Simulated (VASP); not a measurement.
# From an Ansatz input to VASP: CaSe (zincblende)

Ansatz input

```yaml
crystal:
  lattice:
    - [0.0, 3.2946875267, 3.2946875267]
    - [3.2946875267, 0.0, 3.2946875267]
    - [3.2946875267, 3.2946875267, 0.0]
  atoms:
    - { symbol: Ca, position: [0.0, 0.0, 0.0] }
    - { symbol: Se, position: [0.25, 0.25, 0.25] }
kpoints:
  mp_grid: { grid: [6, 6, 6] }
hamiltonian:
  xc: pbesol
scf:
  occupations: { method: fermi_dirac, width: 0.02 }
relax:
  f_tol: 0.005
  cell: {}
```

Q: Translate this input to VASP.

A: 

INCAR

```
LASPH = .TRUE.
ENCUT = 600
ISIF = 3
NBANDS = 15
LREAL = .FALSE.
LWAVE = .FALSE.
GGA = PS
ISMEAR = -1
SIGMA = 0.02
LCHARG = .FALSE.
NELM = 120
EDIFF = 1E-7
NSW = 40
PREC = Accurate
EDIFFG = -5E-3
IBRION = 2
```

KPOINTS

```
KPOINTS created by Atomic Simulation Environment
0
Gamma
6 6 6
0 0 0
```

POSCAR

```
Ca Se
 1.0000000000000000
    -0.0000000000000000    3.2946875266591018    3.2946875266591018
     3.2946875266591018    0.0000000000000000    3.2946875266591018
     3.2946875266591018    3.2946875266591018    0.0000000000000000
 Ca  Se
   1   1
Cartesian
  0.0000000000000000  0.0000000000000000 -0.0000000000000000
  1.6473437633295507  1.6473437633295507  1.6473437633295507
```

VASP ran with the recommended PBE PAW datasets (16 valence electrons in the cell). Other inputs would serve too.

|  | Ansatz | VASP |
| --- | --- | --- |
| relaxed cell vector lengths | 4.598, 4.598, 4.598 Å | 4.604, 4.604, 4.604 Å |
| relaxed cell volume | 68.75 Å³ | 69.01 Å³ |

The two codes use different PAW datasets and cutoffs. VASP's cell holds 16 valence electrons and Ansatz's 26.
